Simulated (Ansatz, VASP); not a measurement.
# One calculation of AgCl, two programs

File INCAR:

```
SYSTEM = AgCl
PREC = Accurate
ENCUT = 520
EDIFF = 1E-7
ISMEAR = 0
SIGMA = 0.05
LREAL = .FALSE.
LASPH = .TRUE.
NELM = 60
ALGO = Normal
ISIF = 2
LWAVE = .FALSE.
LCHARG = .FALSE.
GGA = PS
NBANDS = 16
```

The input KPOINTS:

```
Automatic mesh
0
G
  12 12 12
  0 0 0
```

The input POSCAR:

```
AgCl
1.0
    3.3015175441      0.0295567128      0.0295567128
    0.0295567128      3.3015175441      0.0295567128
    0.0295567128      0.0295567128      3.3015175441
Ag Cl
1 1
Direct
    0.0000000000      0.0000000000      0.0000000000
    0.5000000000      0.5000000000      0.5000000000
```

Input for Ansatz:

```yaml
crystal:
  lattice:
    - [3.3015175441, 0.0295567128, 0.0295567128]
    - [0.0295567128, 3.3015175441, 0.0295567128]
    - [0.0295567128, 0.0295567128, 3.3015175441]
  atoms:
    - { symbol: Ag, position: [0.0, 0.0, 0.0] }
    - { symbol: Cl, position: [0.5, 0.5, 0.5] }
basis:
  ecutwfc: 420
kpoints:
  mp_grid: { grid: [12, 12, 12] }
hamiltonian:
  xc: pbesol
scf:
  occupations: { method: gaussian, width: 0.05 }
output:
  forces: true
  stress: true
  eigenvalues: true
```

Alike in both runs: task single point; functional PBEsol; k mesh 12 × 12 × 12; occupations gaussian, width 0.05 eV; no spin polarisation.

|  | VASP | Ansatz |
| --- | --- | --- |
| version | VASP 6.6.1 | Ansatz 0.2.0 |
| potentials or method | VASP PAW PBE potentials, release 64 (Ag, Cl) | scalar-relativistic, plane waves, PAW |
| plane-wave cutoff (eV) | 520 | 420 |
| valence electrons in the cell | 18 | 26 |

Ansatz gave:

| Quantity | Value |
| --- | --- |
| gap on the k mesh at the Fermi level (eV) | 0.41 |
| least direct gap on the mesh (eV) | 2.31 |
| pressure (GPa) | 1.9 |
| largest component of the traceless stress (GPa) | 0.20 |

Q: What did VASP give for the same quantities?

A: gap on the k mesh at the Fermi level (eV): 0.41; least direct gap on the mesh (eV): 2.32; pressure (GPa): 1.8; largest component of the traceless stress (GPa): 0.20.

The two sets of potentials don't hold the same shells in valence.

Caveats: the PAW data sets were made with another functional, which shifts forces and pressure a little (VASP).
